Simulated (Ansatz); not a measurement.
## Se: the change of pressure and energy above lowest point with volume per atom

Equation of state of a cubic crystal from periodic Kohn-Sham density functional theory without spin; pressure corrected for the finite basis. The results are calculated, by Ansatz 0.2.0 development build.

Cell of the first row (space group Fd-3m, No. 227):
```
cell vectors (Å)
   0.0000     3.0797     3.0797
   3.0797     0.0000     3.0797
   3.0797     3.0797     0.0000
atoms (fractions of the cell vectors)
Se  0.00000  0.00000  0.00000
Se  0.25000  0.25000  0.25000
```

Settings of every row: formula Se; structure type diamond; functional r2SCAN; spin treatment none; k mesh 9x9x9; occupation method fermi-dirac; occupation width 0.1 eV; wave cutoff 820 eV; datasets hand-made PAW; density cutoff ratio 6; xc grid level 2.

Limits: a cubic model structure, not a phase known at ambient conditions; modest k-mesh, values are not fully converged in k; the SCF threshold is loose for a stress in some rows.

```
row  volume per atom (Å³)  pressure (GPa)  energy above lowest point (meV/atom)
  1                29.209           3.019                                 17.04
  2                30.161               ?                                     ?
  3                31.114           0.003                                     0
  4                32.066          -1.189                                  3.62
  5                33.019          -2.208                                  13.8
```

Question: what pressure and energy above lowest point should row 2 give?

Worked fit of pressure. Take u = (V_r/V)^(2/3) − 1 with V_r = 31.59 Å³ an atom, which is twice the finite (Eulerian) strain; such expansions in the strain, on which the Birch-Murnaghan equation of state is built, carry the rest volume and the bulk modulus. The shown rows have u = 0.05363, 0.01017, -0.00992, -0.02906. Least squares give pressure = −0.6164 + 59.339 × u + 157.49 × u² GPa; a straight line predicts inner rows, each left out in turn, worse (root mean square 0.16 against 0.0011 GPa). The rows lie off it by 0.000, 0.000, 0.001, 0.000. The pressure vanishes at u = 0.0101, or V = 31.12 Å³ an atom, and there the bulk modulus at fixed shape and fractions is B = −V dP/dV = (2/3)(1 + u) dP/du = 42.1 GPa. The withheld row has u = 0.03134, so the fit gives −0.6164 + 59.339 × (0.03134) + 157.49 × (0.03134)² = 1.398 GPa.

The calculation gave 1.395 GPa. The fit lies 0.003 GPa (0.057 % of the column's range) above it; its largest miss of a shown row is 0.001 GPa.

Worked fit of energy above lowest point. Take u = (V_r/V)^(2/3) − 1 with V_r = 31.59 Å³ an atom, which is twice the finite (Eulerian) strain; such expansions in the strain, on which the Birch-Murnaghan equation of state is built, carry the rest volume and the bulk modulus. The shown rows have u = 0.05363, 0.01017, -0.00992, -0.02906. Least squares give energy above lowest point = 0.924 − 181.83 × u + 8993.4 × u² meV/atom; a straight line predicts inner rows, each left out in turn, worse (root mean square 9.3 against 0.015 meV/atom). The rows lie off it by 0.00, 0.00, 0.01, 0.00. Its lowest point lies at u = 0.0101, or V = 31.12 Å³ an atom, and the curvature there gives the bulk modulus at fixed shape and fractions, B = (4/9)(1 + u)² E″(u)/V = 42 GPa. The withheld row has u = 0.03134, so the fit gives 0.924 − 181.83 × (0.03134) + 8993.4 × (0.03134)² = 4.06 meV/atom.

The calculation gave 4.05 meV/atom. The fit lies 0.01 meV/atom (0.059 % of the column's range) above it, one unit of the last digit.
